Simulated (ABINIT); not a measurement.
# KTaO3 (Pm-3m) in ABINIT: reference runs

Aim: a first look at KTaO3 with PBE, on the cell as given and on a disturbed one.

Program: ABINIT 10.8.3 (patched build). These are calculated values, not measurements. Logs are shortened: lines on timing, memory, paths and dates and some standing lists are left out, and cuts for length are marked. The log counts tension as positive stress, the text compression.

## 1. The structure

The structure is cubic, space group Pm-3m (No. 221). Conventional cell: a = 3.988 Å, b = 3.988 Å, c = 3.988 Å, α = 90.00°, β = 90.00°, γ = 90.00°. Around Ta (site symmetry m-3m) lie 6 O at 1.99 Å. K (site symmetry m-3m) has 12 O at 2.82 Å as nearest neighbours. Around O (site symmetry 4/mmm) lie 2 Ta at 1.99 Å.

## 2. Single point, PBE

Contents of run.abi:

```
pp_dirpath "./"
pseudos "Ta.GGA_PBE-JTH.xml, K.GGA_PBE-JTH.xml, O.GGA_PBE-JTH.xml"

structure "poscar:POSCAR"
natom 5

ecut 23.0
pawecutdg 45.0
pawxcdev 0

kptopt 1
ngkpt 7 7 7
nshiftk 1
shiftk 0.0 0.0 0.0

ixc 11

nband 24
occopt 3
tsmear 0.00183747

nstep 100
tolvrs 1.0e-9

iomode 3
prtwf 0
prtden 0
prteig 0
prtebands 0
enunit 1
```

Contents of POSCAR:

```
KTaO3
1.0
    3.9883000000      0.0000000000      0.0000000000
    0.0000000000      3.9883000000      0.0000000000
    0.0000000000      0.0000000000      3.9883000000
Ta K O
1 1 3
Direct
    0.0000000000      0.0000000000      0.0000000000  Ta
    0.5000000000      0.5000000000      0.5000000000  K
    0.0000000000      0.0000000000      0.5000000000  O
    0.0000000000      0.5000000000      0.0000000000  O
    0.5000000000      0.0000000000      0.0000000000  O
```

Potentials or basis: JTH PAW PBE v2.0.

Started as:

```console
$ abinit run.abi > log 2>&1
```

run.abo:

```text
.Version 10.8.3 of ABINIT
 Symmetries : space group Pm -3 m (#221); Bravais cP (primitive cubic)
================================================================================
 Values of the parameters that define the memory need of the present run
     intxc =       0    ionmov =       0      iscf =      17    lmnmax =      18
     lnmax =       6     mgfft =      36  mpssoang =       3    mqgrid =    3001
     natom =       5  nloc_mem =       2    nspden =       1   nspinor =       1
    nsppol =       1      nsym =      48    n1xccc =       1    ntypat =       3
    occopt =       3   xclevel =       2
       mpw =        2278          nfft =       46656          nkpt =          20
 PAW method is used; the additional fine FFT grid is defined by:
   mgfftf=        48    nfftf =    110592
================================================================================
================================================================================

--------------------------------------------------------------------------------
------------- Echo of variables that govern the present computation ------------
--------------------------------------------------------------------------------
 -outvars: echo values of preprocessed input variables --------
            acell      1.0000000000E+00  1.0000000000E+00  1.0000000000E+00 Bohr
              amu      1.80947900E+02  3.90983000E+01  1.59994000E+01
             ecut      2.30000000E+01 Hartree
           enunit           1
              ixc          11
         kptrlatt        7    0    0      0    7    0      0    0    7
          kptrlen      5.27575630E+01
            natom           5
            nband          24
            ngfft          36      36      36
          ngfftdg          48      48      48
             nkpt          20
            nstep         100
             nsym          48
           ntypat           3
           occopt           3
        pawecutdg      4.50000000E+01 Hartree
         pawxcdev           0
           prtden           0
        prtebands           0
           prteig           0
            prtwf           0
            rprim      7.5367947080E+00  0.0000000000E+00  0.0000000000E+00
                       0.0000000000E+00  7.5367947080E+00  0.0000000000E+00
                       0.0000000000E+00  0.0000000000E+00  7.5367947080E+00
          spgroup         221
           tolvrs      1.00000000E-09
           tsmear      1.83747000E-03 Hartree
            typat      1  2  3  3  3
           useylm           1
           xangst      0.0000000000E+00  0.0000000000E+00  0.0000000000E+00
                       1.9941500000E+00  1.9941500000E+00  1.9941500000E+00
                       0.0000000000E+00  0.0000000000E+00  1.9941500000E+00
                       0.0000000000E+00  1.9941500000E+00  0.0000000000E+00
                       1.9941500000E+00  0.0000000000E+00  0.0000000000E+00
            xcart      0.0000000000E+00  0.0000000000E+00  0.0000000000E+00
                       3.7683973540E+00  3.7683973540E+00  3.7683973540E+00
                       0.0000000000E+00  0.0000000000E+00  3.7683973540E+00
                       0.0000000000E+00  3.7683973540E+00  0.0000000000E+00
                       3.7683973540E+00  0.0000000000E+00  0.0000000000E+00
             xred      0.0000000000E+00  0.0000000000E+00  0.0000000000E+00
                       5.0000000000E-01  5.0000000000E-01  5.0000000000E-01
                       0.0000000000E+00  0.0000000000E+00  5.0000000000E-01
                       0.0000000000E+00  5.0000000000E-01  0.0000000000E+00
                       5.0000000000E-01  0.0000000000E+00  0.0000000000E+00
            znucl       73.00000   19.00000    8.00000

================================================================================

 chkinp: Checking input parameters for consistency.

================================================================================
== DATASET  1 ==================================================================

--- !DatasetInfo
iteration_state: {dtset: 1, }
dimensions: {natom: 5, nkpt: 20, mband: 24, nsppol: 1, nspinor: 1, nspden: 1, mpw: 2278, }
cutoff_energies: {ecut:  23.0, pawecutdg:  45.0, }
electrons: {nelect:   4.00000000E+01, charge:   0.00000000E+00, occopt:   3.00000000E+00, tsmear:   1.83747000E-03, }
meta: {optdriver: 0, ionmov: 0, optcell: 0, iscf: 17, paral_kgb: 0, }
...

 Exchange-correlation functional for the present dataset will be:
  GGA: Perdew-Burke-Ernzerhof functional - ixc=11
  J.P.Perdew, K.Burke, M.Ernzerhof, PRL 77, 3865 (1996)

 Real(R)+Recip(G) space primitive vectors, cartesian coordinates (Bohr,Bohr^-1):
[... 115 lines left out ...]
force_length_stats: {min:   0.00000000E+00, max:   0.00000000E+00, mean:   0.00000000E+00, }
...

 Integrated electronic density in atomic spheres:
 ------------------------------------------------
 Atom  Sphere_radius  Integrated_density
    1        2.41973         10.69206743
    2        2.10866          7.19932056
    3        1.41465          4.60904251
    4        1.41465          4.60904251
    5        1.41465          4.60904251

================================================================================

 ----iterations are completed or convergence reached----

 Mean square residual over all n,k,spin=   90.525E-08; max=  12.519E-05
 reduced coordinates (array xred) for    5 atoms
       0.000000000000      0.000000000000      0.000000000000
       0.500000000000      0.500000000000      0.500000000000
       0.000000000000      0.000000000000      0.500000000000
       0.000000000000      0.500000000000      0.000000000000
       0.500000000000      0.000000000000      0.000000000000
 rms dE/dt=  0.0000E+00; max dE/dt=  0.0000E+00; dE/dt below (all hartree)
    1       0.000000000000      0.000000000000      0.000000000000
    2       0.000000000000      0.000000000000      0.000000000000
    3       0.000000000000      0.000000000000      0.000000000000
    4       0.000000000000      0.000000000000      0.000000000000
    5       0.000000000000      0.000000000000      0.000000000000

 cartesian coordinates (angstrom) at end:
    1      0.00000000000000     0.00000000000000     0.00000000000000
    2      1.99415000000000     1.99415000000000     1.99415000000000
    3      0.00000000000000     0.00000000000000     1.99415000000000
    4      0.00000000000000     1.99415000000000     0.00000000000000
    5      1.99415000000000     0.00000000000000     0.00000000000000

 cartesian forces (hartree/bohr) at end:
    1     -0.00000000000000    -0.00000000000000    -0.00000000000000
    2     -0.00000000000000    -0.00000000000000    -0.00000000000000
    3     -0.00000000000000    -0.00000000000000    -0.00000000000000
    4     -0.00000000000000    -0.00000000000000    -0.00000000000000
    5     -0.00000000000000    -0.00000000000000    -0.00000000000000
 frms,max,avg= 0.0000000E+00 0.0000000E+00   0.000E+00  0.000E+00  0.000E+00 h/b

 cartesian forces (eV/Angstrom) at end:
    1     -0.00000000000000    -0.00000000000000    -0.00000000000000
    2     -0.00000000000000    -0.00000000000000    -0.00000000000000
    3     -0.00000000000000    -0.00000000000000    -0.00000000000000
    4     -0.00000000000000    -0.00000000000000    -0.00000000000000
    5     -0.00000000000000    -0.00000000000000    -0.00000000000000
 frms,max,avg= 0.0000000E+00 0.0000000E+00   0.000E+00  0.000E+00  0.000E+00 e/A
 length scales=  1.000000000000  1.000000000000  1.000000000000 bohr
              =  0.529177210544  0.529177210544  0.529177210544 angstroms
 Fermi (or HOMO) energy (eV) =   3.25487   Average Vxc (eV)= -10.79538
 Eigenvalues (   eV  ) for nkpt=  20  k points:
 kpt#   1, nband= 24, wtk=  0.00292, kpt=  0.0000  0.0000  0.0000 (reduced coord)
 -65.48972  -31.95692  -31.95692  -31.95692  -25.15638  -15.38971  -14.69206  -14.69206
  -8.70657   -8.70657   -8.70657   -0.26282   -0.26282   -0.26282    1.09013    1.09013
   1.09013    1.53403    1.53403    1.53403    4.33276    4.33276    4.33276    8.78992
 prteigrs : prtvol=0 or 1, do not print more k-points.

--- !EnergyTerms
iteration_state     : {dtset: 1, }
comment             : Components of total free energy in Hartree
kinetic             :  3.70160524306285E+01
hartree             :  2.92924475807484E+01
xc                  : -2.10810670422356E+01
Ewald energy        : -1.03682236344862E+02
psp_core            :  9.66761439324286E+00
local_psp           : -7.88987483724565E+01
PAW spherical_terms : -8.50872918941112E+00
internal            : -1.36194666544346E+02
'-kT*entropy'       : -1.69330591718221E-12
total_energy        : -1.36194666544348E+02
total_energy_eV     : -3.70604567598083E+03
...

--- !EnergyTermsDC
iteration_state     : {dtset: 1, }
comment             : '"Double-counting" decomposition of free energy'
band_energy         : -1.90562338030933E+01
Ewald energy        : -1.03682236344862E+02
psp_core            :  9.66761439324286E+00
xc_dc               : -2.95739115272512E+01
PAW spherical_terms :  6.45009957577898E+00
internal            : -1.36194667706185E+02
'-kT*entropy'       : -1.69330591718221E-12
total_energy_dc     : -1.36194667706187E+02
total_energy_dc_eV  : -3.70604570759609E+03
...

--- !EnergyTermsWithPAWCore
iteration_state     : {dtset: 1, }
comment             : 'Components of total free energy, including PAW core contributions'
Total energy        : -1.64330812622413E+04
Total energy DC     : -1.64330812634031E+04
Total energy (eV)   : -4.47166921438440E+05
Total energy DC (eV): -4.47166921470055E+05
...

 Cartesian components of stress tensor (hartree/bohr^3)
  sigma(1 1)= -1.88177358E-04  sigma(3 2)=  0.00000000E+00
  sigma(2 2)= -1.88177358E-04  sigma(3 1)=  0.00000000E+00
  sigma(3 3)= -1.88177358E-04  sigma(2 1)=  0.00000000E+00

-Cartesian components of stress tensor (GPa)         [Pressure=  5.5364E+00 GPa]
- sigma(1 1)= -5.53636902E+00  sigma(3 2)=  0.00000000E+00
- sigma(2 2)= -5.53636902E+00  sigma(3 1)=  0.00000000E+00
- sigma(3 3)= -5.53636902E+00  sigma(2 1)=  0.00000000E+00

== END DATASET(S) ==============================================================
================================================================================

 -outvars: echo values of variables after computation  --------
            acell      1.0000000000E+00  1.0000000000E+00  1.0000000000E+00 Bohr
           etotal     -1.3619466771E+02
            fcart     -0.0000000000E+00 -0.0000000000E+00 -0.0000000000E+00
                      -0.0000000000E+00 -0.0000000000E+00 -0.0000000000E+00
                      -0.0000000000E+00 -0.0000000000E+00 -0.0000000000E+00
                      -0.0000000000E+00 -0.0000000000E+00 -0.0000000000E+00
                      -0.0000000000E+00 -0.0000000000E+00 -0.0000000000E+00
            rprim      7.5367947080E+00  0.0000000000E+00  0.0000000000E+00
                       0.0000000000E+00  7.5367947080E+00  0.0000000000E+00
                       0.0000000000E+00  0.0000000000E+00  7.5367947080E+00
           strten     -1.8817735816E-04 -1.8817735816E-04 -1.8817735816E-04
                       0.0000000000E+00  0.0000000000E+00  0.0000000000E+00
           xangst      0.0000000000E+00  0.0000000000E+00  0.0000000000E+00
                       1.9941500000E+00  1.9941500000E+00  1.9941500000E+00
                       0.0000000000E+00  0.0000000000E+00  1.9941500000E+00
                       0.0000000000E+00  1.9941500000E+00  0.0000000000E+00
                       1.9941500000E+00  0.0000000000E+00  0.0000000000E+00
             xred      0.0000000000E+00  0.0000000000E+00  0.0000000000E+00
                       5.0000000000E-01  5.0000000000E-01  5.0000000000E-01
                       0.0000000000E+00  0.0000000000E+00  5.0000000000E-01
                       0.0000000000E+00  5.0000000000E-01  0.0000000000E+00
                       5.0000000000E-01  0.0000000000E+00  0.0000000000E+00
 Calculation completed.
```

Wall time 68 s (1 thread of Arm Neoverse V1, shared host); peak memory 0.15 GiB.

Results:

```
Free energy            : -3706.0457 eV
Pressure               : 5.5 GPa
Band gap on the k mesh : 2.24 eV, indirect (least direct gap 2.80 eV)
```

Caveat: spin-orbit coupling is left out, which moves the levels of the heavy elements; an odd mesh through Γ misses points on the zone boundary, where band edges often lie; the atomic spheres overlap.

## 3. Single point, PBE

Contents of run.py:

```python
import json, os
import numpy as np
from ase.units import GPa
from ase.calculators.abinit import Abinit, AbinitProfile
from ase.io import read

atoms = read('KTaO3.cif')

profile = AbinitProfile(command='abinit', pp_paths=[os.path.abspath('pseudos')])
params = dict(
    pps='pawxml', xc='PBE',
    ecut=625.8619,
    pawecutdg=1224.5124,
    pawxcdev=0,
    kptopt=1,
    ngkpt=[7, 7, 7],
    nshiftk=1,
    shiftk=[0.0, 0.0, 0.0],
    ixc=11,
    nband=24,
    occopt=3,
    tsmear=0.05,
    nstep=100,
    tolvrs=1e-09,
    prtwf=0,
    prtden=0,
)

atoms.calc = Abinit(profile=profile, directory='run', **params)
energy = atoms.get_potential_energy()
forces = atoms.get_forces()
stress = atoms.get_stress()
print(f'energy {energy:.6f} eV')
print('forces (eV/A)')
print(np.round(forces, 5))
print('stress (GPa, Voigt, tension positive)', np.round(stress / GPa, 4))
json.dump(dict(energy=energy, forces=forces.tolist(), stress=stress.tolist(), cell=atoms.cell.tolist(), frac=atoms.get_scaled_positions(wrap=False).tolist()), open('results.json', 'w'))
```

Contents of KTaO3.cif:

```cif
data_KTaO3
_cell_length_a 3.98830000
_cell_length_b 3.98830000
_cell_length_c 3.98830000
_cell_angle_alpha 90.00000000
_cell_angle_beta 90.00000000
_cell_angle_gamma 90.00000000
_space_group_name_H-M_alt 'P1'
_space_group_name_Hall 'P 1'
_space_group_IT_number 1
loop_
_space_group_symop_operation_xyz
'x,y,z'
loop_
_atom_site_label
_atom_site_type_symbol
_atom_site_symmetry_multiplicity
_atom_site_Wyckoff_symbol
_atom_site_fract_x
_atom_site_fract_y
_atom_site_fract_z
_atom_site_occupancy
Ta1 Ta 1 a 0.0000000000 0.0000000000 0.0000000000 1
K1 K 1 a 0.5000000000 0.5000000000 0.5000000000 1
O1 O 1 a 0.0000000000 0.0000000000 0.5000000000 1
O2 O 1 a 0.0000000000 0.5000000000 0.0000000000 1
O3 O 1 a 0.5000000000 0.0000000000 0.0000000000 1
```

Potentials or basis: JTH PAW PBE v2.0.

Started as:

```console
$ python run.py
```

Wall time 69 s (1 thread of Arm Neoverse V1, shared host); peak memory 0.15 GiB.

It converged, with:

```
Free energy            : -3706.0457 eV
Pressure               : 5.5 GPa
Band gap on the k mesh : 2.24 eV, indirect (least direct gap 2.80 eV)
```

Levels at points of the mesh, in eV from the valence-band top:
```tsv
k point	band 18	band 19	band 20	band 21	band 22	band 23
(0.00, 0.00, 0.00)	-0.56	-0.56	-0.56	2.24	2.24	2.24
```

Caveat: spin-orbit coupling is left out, which moves the levels of the heavy elements; an odd mesh through Γ misses points on the zone boundary, where band edges often lie; the atomic spheres overlap.

(Part 1 of 2 ends here.)
